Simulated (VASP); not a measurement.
## BaTe in VASP 6.6.1, single-point calculation

INCAR

```
LASPH = .TRUE.
NELM = 120
NBANDS = 15
SIGMA = 0.02
LCHARG = .FALSE.
LREAL = .FALSE.
PREC = Accurate
NSW = 0
EDIFF = 1E-7
GGA = PE
ISIF = 2
ENCUT = 520
LWAVE = .FALSE.
IBRION = -1
ISMEAR = -1
```

KPOINTS

```
KPOINTS created by Atomic Simulation Environment
0
Monkhorst-Pack
6 6 6
0 0 0
```

POSCAR

```
Ba Te
 1.0000000000000000
     0.0000000000000000    3.7128918017000001    3.7128918017000001
     3.7128918017000001    0.0000000000000000    3.7128918017000001
     3.7128918017000001    3.7128918017000001    0.0000000000000000
 Ba  Te
   1   1
Cartesian
  0.0000000000000000  0.0000000000000000  0.0000000000000000
  3.7128918017000001  3.7128918017000001  3.7128918017000001
```

The recommended PBE PAW datasets give the neutral cell 16 valence electrons.

Command

```
mpirun -np 1 vasp_std
```

OSZICAR

```
N       E                     dE             d eps       ncg     rms          rms(c)
DAV:   1     0.852285527380E+02    0.85229E+02   -0.59909E+03   840   0.869E+02
DAV:   2    -0.263984926767E+01   -0.87868E+02   -0.81011E+02  1115   0.148E+02
DAV:   3    -0.850663232106E+01   -0.58668E+01   -0.58306E+01  1184   0.417E+01
DAV:   4    -0.864823569241E+01   -0.14160E+00   -0.14156E+00  1066   0.674E+00
DAV:   5    -0.865157840895E+01   -0.33427E-02   -0.33426E-02  1261   0.906E-01    0.312E+00
DAV:   6    -0.848013419934E+01    0.17144E+00   -0.20401E-01   994   0.205E+00    0.201E+00
DAV:   7    -0.848086458340E+01   -0.73038E-03   -0.13307E-01  1064   0.188E+00    0.863E-01
DAV:   8    -0.849248266572E+01   -0.11618E-01   -0.21458E-02   896   0.957E-01    0.196E-01
DAV:   9    -0.849264695829E+01   -0.16429E-03   -0.15154E-03  1185   0.209E-01    0.810E-02
DAV:  10    -0.849298253296E+01   -0.33557E-03   -0.51131E-04   910   0.142E-01    0.151E-02
DAV:  11    -0.849301917503E+01   -0.36642E-04   -0.80695E-05  1156   0.499E-02    0.239E-02
DAV:  12    -0.849301819964E+01    0.97539E-06   -0.98156E-06  1071   0.185E-02    0.562E-03
DAV:  13    -0.849301806138E+01    0.13827E-06   -0.20573E-06  1113   0.577E-03    0.154E-03
DAV:  14    -0.849301822661E+01   -0.16523E-06   -0.15101E-07   942   0.186E-03    0.155E-03
DAV:  15    -0.849301845512E+01   -0.22851E-06   -0.19255E-08   539   0.939E-04    0.269E-04
DAV:  16    -0.849301843663E+01    0.18488E-07   -0.35774E-09   483   0.391E-04
   1 F= -.84930184E+01 E0= -.84930184E+01  d E =-.121777E-11
```

From OUTCAR

```
k-points           NKPTS =     28   k-points in BZ     NKDIM =     28   number of bands    NBANDS=     15

   NELECT =      16.0000    total number of electrons

   dimension x,y,z NGX =    40 NGY =   40 NGZ =   40
   dimension x,y,z NGXF=    80 NGYF=   80 NGZF=   80

  energy-cutoff  :      520.00
  volume of cell :      102.37
      direct lattice vectors                 reciprocal lattice vectors
     0.000000000  3.712891802  3.712891802    -0.134665923  0.134665923  0.134665923
     3.712891802  0.000000000  3.712891802     0.134665923 -0.134665923  0.134665923
     3.712891802  3.712891802  0.000000000     0.134665923  0.134665923 -0.134665923

 k-points in reciprocal lattice and weights: KPOINTS created by Atomic Simulation Env
   0.08333333  0.08333333  0.08333333       0.009
   0.25000000  0.08333333  0.08333333       0.028
   0.41666667  0.08333333  0.08333333       0.028
  -0.41666667  0.08333333  0.08333333       0.028
  -0.25000000  0.08333333  0.08333333       0.028
  -0.08333333  0.08333333  0.08333333       0.028
   0.25000000  0.25000000  0.08333333       0.028
   0.41666667  0.25000000  0.08333333       0.056
   ...

 E-fermi :   1.6675

 k-point     1 :       0.0833    0.0833    0.0833
  band No.  band energies     occupation
      1     -26.2590      2.00000
      2     -11.3790      2.00000
      3     -11.3674      2.00000
      4     -11.3674      2.00000
      5      -7.8993      2.00000
      6       1.0625      2.00000
      7       1.1983      2.00000
      8       1.1983      2.00000
      9       3.7925      0.00000
     10       4.2891      0.00000
     11       4.3103      0.00000
     12       4.3103      0.00000
     13       4.8395      0.00000
     14       4.8395      0.00000
     15       8.3617      0.00000

 k-point     2 :       0.2500    0.0833    0.0833
  band No.  band energies     occupation
      1     -26.2576      2.00000
      2     -11.4281      2.00000
      3     -11.3765      2.00000
      4     -11.3671      2.00000
      5      -7.7915      2.00000
      6       0.3752      2.00000
      7       0.8510      2.00000
      8       1.0131      2.00000
      9       4.2258      0.00000
     10       4.5263      0.00000
     11       4.5791      0.00000
     12       4.8899      0.00000
     13       5.5274      0.00000
     14       5.7814      0.00000
     15       9.0122      0.00000

 k-point     3 :       0.4167    0.0833    0.0833
  band No.  band energies     occupation
      1     -26.2553      2.00000
      2     -11.5034      2.00000
      3     -11.3810      2.00000
      4     -11.3716      2.00000
      5      -7.6290      2.00000
      6      -0.2776      2.00000
      7       0.5291      2.00000
      8       0.6138      2.00000
      9       4.6149      0.00000
     10       5.1873      0.00000
     11       5.6051      0.00000
     12       5.7576      0.00000
     13       6.4237      0.00000
     14       7.1482      0.00000
     15       8.3398      0.00000

 ...

  Total       -1.8587399     -1.8587399     -1.8587399      0.0000000      0.0000000     -0.0000000
  in kB      -29.0912467    -29.0912467    -29.0912467      0.0000000      0.0000000     -0.0000000
  external PRESSURE =     -29.0912467 kB  Pullay stress =       0.0000000 kB

 POSITION                                       TOTAL-FORCE (eV/Angst)
 -----------------------------------------------------------------------------------
      0.00000      0.00000      0.00000         0.000000      0.000000     -0.000000
      3.71289      3.71289      3.71289        -0.000000     -0.000000      0.000000
 -----------------------------------------------------------------------------------
    total drift:                                0.000000     -0.000000     -0.000000

  FREE ENERGIE OF THE ION-ELECTRON SYSTEM (eV)
  ---------------------------------------------------
  free  energy   TOTEN  =        -8.4930184366 eV

  energy  without entropy=       -8.4930184366  energy(sigma->0) =       -8.49301844
```

It converged. Results: gap between bands v and c on the k mesh 2.03 eV; least direct gap on the k mesh 2.35 eV; pressure -2.9 GPa. Band v is the last that the valence electrons fill when counted band by band, and c is the next.

The shifted mesh misses Γ, so a band edge there is missed.

For comparison, a separate PBE run of the intended cell, on usual settings and not on those above, gives a gap of 1.82 eV on its mesh and a pressure of -2.9 GPa.

The run above took about 21 s on one core of a shared host (Intel Xeon 6975P-C) and held 0.27 GiB at most.
